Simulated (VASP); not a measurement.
Here is the system:

```yaml
crystal:
  lattice:
    - [0.00000, 3.11572, 3.11572]
    - [3.11572, 0.00000, 3.11572]
    - [3.11572, 3.11572, 0.00000]
  atoms:
    - { symbol: Al, position: [0.00000, 0.00000, 0.00000] }
    - { symbol: Sb, position: [0.25000, 0.25000, 0.25000] }
```

The numbers are results of PBE GGA with spin-orbit coupling, VASP's PBE PAW potentials (set 64) (plane waves; VASP), not measurements. Numerical set-up: 350 eV cut-off, 6×6×6 Γ-centred mesh, Gaussian smearing of 0.050 eV, potentials Al Sb.

Question: Predict the energy per atom (σ→0), band gap (on the k-mesh) with the smallest direct gap where there is one.

Answer: 
```yaml
band gap (on the k-mesh): 1.02 eV
smallest direct gap (on the k-mesh): 1.05 eV
energy per atom (σ→0): -4.128 eV/atom
```

Total energies compare only between runs with the same potentials, cut-off and functional.

The compound is AlSb in the zinc blende structure. It was relaxed first.
